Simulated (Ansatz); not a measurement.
Runs of Ansatz 0.2.0 on Ti. Symmetry: Fm-3m, No. 225, cubic system. Conventional cell: a = 4.060 Å, b = 4.060 Å, c = 4.060 Å, α = 90.00°, β = 90.00°, γ = 90.00°. Ti (site symmetry m-3m) has 12 Ti at 2.87 Å as nearest neighbours. This isn't the form of Ti at room conditions, which is hcp.

```tsv
task	level	potentials or basis	spin	cutoff (eV)	smearing	basis error allowed	pressure (GPa)	V0 of scaled cells (Å³/atom)	B0 (GPa)
band structure	PBEsol	all-electron LAPW, inner shells corrected to Dirac's equation	off	224	fermi-dirac 0.05 eV	0.001 eV/atom	-0.5	-	-
band structure	LDA	all-electron LAPW, scalar-relativistic	off	224	fermi-dirac 0.05 eV	0.001 eV/atom	-5.1	-	-
band structure	PBEsol	all-electron PAW datasets made for the crystal	off	260	fermi-dirac 0.05 eV	-	-0.5	-	-
band structure	LDA	all-electron LAPW, scalar-relativistic	off	224	methfessel-paxton 0.2 eV	0.001 eV/atom	(b)	-	-
band structure	PBEsol	all-electron LAPW, scalar-relativistic	off	224	fermi-dirac 0.05 eV	0.001 eV/atom	-0.5	-	-
band structure	PBEsol+D3(BJ)+ATM	all-electron PAW datasets made for the crystal	collinear, ferromagnetic start	220	gaussian 0.1 eV	-	-5.5	-	-
equation of state	PBEsol	all-electron LAPW, scalar-relativistic	off	-	fermi-dirac 0.05 eV	0.001 eV/atom	-	16.65	114
equation of state	LDA	all-electron LAPW, scalar-relativistic	off	-	fermi-dirac 0.05 eV	0.001 eV/atom	-	(a)	124
```

Alike in all rows: cell as given; k mesh 11 × 11 × 11.

Estimate the missing entries.

(a) 15.99; (b) -5.2.

Caveats: pairwise dispersion overbinds metals, which lowers pressure and volume (some runs).

Not every run made on this cell is shown here.
